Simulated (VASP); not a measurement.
## VASP 6.6.1 run: SiC

INCAR

```
LASPH = .TRUE.
PREC = Accurate
ENCUT = 520
ISIF = 2
EDIFF = 1E-7
NSW = 0
NELM = 120
NBANDS = 11
NELMDL = -8
GGA = PE
LCHARG = .FALSE.
IBRION = -1
ISMEAR = 1
LREAL = .FALSE.
SIGMA = 0.1
LWAVE = .FALSE.
```

KPOINTS

```
KPOINTS created by Atomic Simulation Environment
0
Gamma
10 10 10
0 0 0
```

POSCAR

```
Si C
 1.0000000000000000
    -0.0530355746750000    2.1780523476250000    2.1780523476243911
     2.1780523476250000   -0.0530355746750000    2.1780523476243911
     2.1250167730000000    2.1250167730000000    0.0000000000487826
 Si  C
   1   1
Cartesian
  0.0000000000001084  0.0000000000001084 -0.0094422626392608
  1.0625083864873919  1.0625083864873919  1.0984684364636526
```

The recommended PBE PAW datasets give the neutral cell 8 valence electrons.

Command

```
mpirun -np 1 vasp_std
```

OSZICAR

```
N       E                     dE             d eps       ncg     rms          rms(c)
DAV:   1     0.374892886764E+01    0.37489E+01   -0.39680E+03  3890   0.612E+02
DAV:   2    -0.162558862635E+02   -0.20005E+02   -0.19057E+02  4789   0.109E+02
DAV:   3    -0.168848095295E+02   -0.62892E+00   -0.62728E+00  4634   0.161E+01
DAV:   4    -0.168873243234E+02   -0.25148E-02   -0.25146E-02  4339   0.128E+00
DAV:   5    -0.168873354590E+02   -0.11136E-04   -0.11136E-04  4641   0.793E-02
DAV:   6    -0.168873355301E+02   -0.71134E-07   -0.71273E-07  4351   0.660E-03
DAV:   7    -0.168873355307E+02   -0.60550E-09   -0.51153E-09  4621   0.535E-04
DAV:   8    -0.168873355308E+02   -0.14643E-09   -0.37241E-11  3701   0.477E-05    0.884E+00
DAV:   9    -0.150775266247E+02    0.18098E+01   -0.65215E+00  4197   0.114E+01    0.391E+00
DAV:  10    -0.150266251231E+02    0.50902E-01   -0.38866E-01  4542   0.357E+00    0.179E+00
DAV:  11    -0.150187213928E+02    0.79037E-02   -0.21097E-02  4275   0.963E-01    0.175E-01
DAV:  12    -0.150188284132E+02   -0.10702E-03   -0.17443E-03  4698   0.243E-01    0.112E-01
DAV:  13    -0.150189332679E+02   -0.10485E-03   -0.23905E-04  4185   0.955E-02    0.289E-02
DAV:  14    -0.150189384489E+02   -0.51810E-05   -0.37553E-05  4530   0.338E-02    0.839E-03
DAV:  15    -0.150189385888E+02   -0.13989E-06   -0.18439E-06  4392   0.853E-03    0.137E-03
DAV:  16    -0.150189386853E+02   -0.96514E-07   -0.18149E-07  4374   0.286E-03
   1 F= -.15018939E+02 E0= -.15018949E+02  d E =0.323298E-04
```

From OUTCAR

```
k-points           NKPTS =    171   k-points in BZ     NKDIM =    171   number of bands    NBANDS=     11

   NELECT =       8.0000    total number of electrons

   dimension x,y,z NGX =    24 NGY =   24 NGZ =   24
   dimension x,y,z NGXF=    48 NGYF=   48 NGZF=   48

  energy-cutoff  :      520.00
  volume of cell :       20.65
      direct lattice vectors                 reciprocal lattice vectors
    -0.053035575  2.178052348  2.178052348    -0.224105915  0.224105915  0.229562894
     2.178052348 -0.053035575  2.178052348     0.224105915 -0.224105915  0.229562894
     2.125016773  2.125016773  0.000000000     0.235292260  0.235292260 -0.229562894

 k-points in reciprocal lattice and weights: KPOINTS created by Atomic Simulation Env
   0.00000000  0.00000000  0.00000000       0.001
   0.10000000  0.00000000 -0.00000000       0.004
   0.20000000  0.00000000 -0.00000000       0.004
   0.30000000  0.00000000  0.00000000       0.004
   0.40000000  0.00000000  0.00000000       0.004
   0.50000000  0.00000000 -0.00000000       0.002
   0.10000000  0.10000000  0.00000000       0.002
   0.20000000  0.10000000  0.00000000       0.004
   ...

 E-fermi :   8.4309

 k-point     1 :       0.0000    0.0000    0.0000
  band No.  band energies     occupation
      1      -7.2913      2.00000
      2       7.9121      2.00000
      3       8.1107      2.00006
      4       8.3746      1.80502
      5      13.9832      0.00000
      6      14.9388      0.00000
      7      15.8712      0.00000
      8      15.9872      0.00000
      9      22.6211      0.00000
     10      22.6905      0.00000
     11      24.6284      0.00000

 k-point     2 :       0.1000    0.0000   -0.0000
  band No.  band energies     occupation
      1      -7.1027      2.00000
      2       6.9199      2.00000
      3       7.9363      2.00000
      4       8.2465      2.02561
      5      14.4888      0.00000
      6      15.2540      0.00000
      7      15.9512      0.00000
      8      16.1950      0.00000
      9      21.6638      0.00000
     10      21.9158      0.00000
     11      24.5247      0.00000

 k-point     3 :       0.2000    0.0000   -0.0000
  band No.  band energies     occupation
      1      -6.5459      2.00000
      2       4.7820      2.00000
      3       7.6704      2.00000
      4       7.9479      2.00000
      5      14.5113      0.00000
      6      15.8727      0.00000
      7      16.4726      0.00000
      8      16.8166      0.00000
      9      20.9067      0.00000
     10      21.4358      0.00000
     11      23.6773      0.00000

 k-point     4 :       0.3000    0.0000    0.0000
  band No.  band energies     occupation
      1      -5.6575      2.00000
      2       2.4962      2.00000
      3       7.4013      2.00000
      4       7.6338      2.00000
      5      14.2059      0.00000
      6      15.8663      0.00000
      7      16.3075      0.00000
      8      17.8319      0.00000
      9      21.5274      0.00000
     10      22.3291      0.00000
     11      23.4038      0.00000

 k-point     5 :       0.4000    0.0000    0.0000
  band No.  band energies     occupation
      1      -4.5679      2.00000
      2       0.4987      2.00000
      3       7.2162      2.00000
      4       7.4125      2.00000
      5      13.9698      0.00000
      6      15.5560      0.00000
      7      15.9566      0.00000
      8      18.2437      0.00000
      9      23.1366      0.00000
     10      24.0477      0.00000
     11      24.2229      0.00000

 ...

  Total        0.5220314      0.5220314      0.4526858      1.5751825      0.0000000      0.0000000
  in kB       40.4976519     40.4976519     35.1180300    122.1980018      0.0000000      0.0000000
  external PRESSURE =      38.7044446 kB  Pullay stress =       0.0000000 kB

 POSITION                                       TOTAL-FORCE (eV/Angst)
 -----------------------------------------------------------------------------------
      2.12502      2.12502      4.34666         0.000000      0.000000     -0.046703
      1.06251      1.06251      1.09847        -0.000000     -0.000000      0.046703
 -----------------------------------------------------------------------------------
    total drift:                               -0.000000     -0.000000     -0.000099

  FREE ENERGIE OF THE ION-ELECTRON SYSTEM (eV)
  ---------------------------------------------------
  free  energy   TOTEN  =       -15.0189386853 eV

  energy  without entropy=      -15.0189710151  energy(sigma->0) =      -15.01894946
```

It converged. Results: gap between bands v and c on the k mesh 1.00 eV; least direct gap on the k mesh 3.99 eV; pressure 3.9 GPa; largest force 0.05 eV/Å. Band v is the last that the valence electrons fill when counted band by band, and c is the next.

For comparison, a separate PBE run of the intended cell, on usual settings and not on those above, gives a gap of 1.00 eV on its mesh and a pressure of 3.9 GPa.

The run above took about 32 s on one core of a shared host (Intel Xeon Platinum 8488C) and held 0.15 GiB at most.
